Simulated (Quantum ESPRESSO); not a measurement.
Crystal: Pb.

```
Pb
1.0
     3.03861   -1.75032    0.00000
     3.03861    1.75032    0.00000
    -2.11546    0.00000    6.09522
Pb
2
Cartesian
  3.9848 0.0000 4.4269
  -0.0230 0.0000 1.6683
```

This isn't the form of Pb at room conditions, which is fcc.

Base run:

- Program: Quantum ESPRESSO 7.5
- Functional: PBE
- Potentials or basis: SSSP 1.3 efficiency PBE
- Cutoff: 748 eV
- Density cutoff: 5987 eV
- k mesh: 9 × 9 × 5
- Occupations: fermi-dirac, width 0.05 eV
- Spin: no spin polarisation

Its results: band gap on the k mesh none (metal or under the smearing width); pressure 0.7 GPa; largest force 0.078 eV/Å.

The run is repeated on the same cell with these changes: functional from PBE to PBEsol; potentials or basis from SSSP 1.3 efficiency PBE to GBRV 1.5 PBEsol; cutoff from 748 eV to 612 eV; density cutoff from 5987 eV to 4898 eV. What comes out?

Band gap on the k mesh none (metal or under the smearing width); pressure -2.0 GPa; largest force 0.141 eV/Å.
